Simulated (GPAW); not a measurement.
Crystal: C.

```
C
1.0
     0.00000    1.78337    1.78337
     1.78337    0.00000    1.78337
     1.78337    1.78337    0.00000
C
2
Direct
  0.25000 0.25000 0.25000
  0.00000 0.00000 0.00000
```

This isn't the form of C at room conditions, which is graphite.

Base run:

| Quantity | Value |
| --- | --- |
| Program | GPAW 26.7.0 |
| Functional | optB88-vdW |
| Potentials or basis | GPAW PAW data sets (gpaw-data 1.2.1) |
| Cutoff | 800 eV |
| Basis | pw |
| k mesh | 10 × 10 × 10 |
| Occupations | fermi-dirac, width 0.05 eV |
| Spin | no spin polarisation |

Its results: band gap on the k mesh 4.37 eV, indirect (least direct gap 5.68 eV).

Q: After a change of settings the same cell gave: band gap on the k mesh 5.99 eV, indirect (least direct gap 7.68 eV). Which change was it?
A. functional from optB88-vdW to TB-mBJ; potentials or basis from GPAW PAW data sets (gpaw-data 1.2.1) to GPAW PAW data sets for LDA (gpaw-data 1.2.1)
B. functional from optB88-vdW to optPBE-vdW
C. functional from optB88-vdW to PBEsol0; cutoff from 800 eV to 600 eV; k mesh from 10 × 10 × 10 to 6 × 6 × 6

A: C.

Caveats: some runs use coarse meshes.
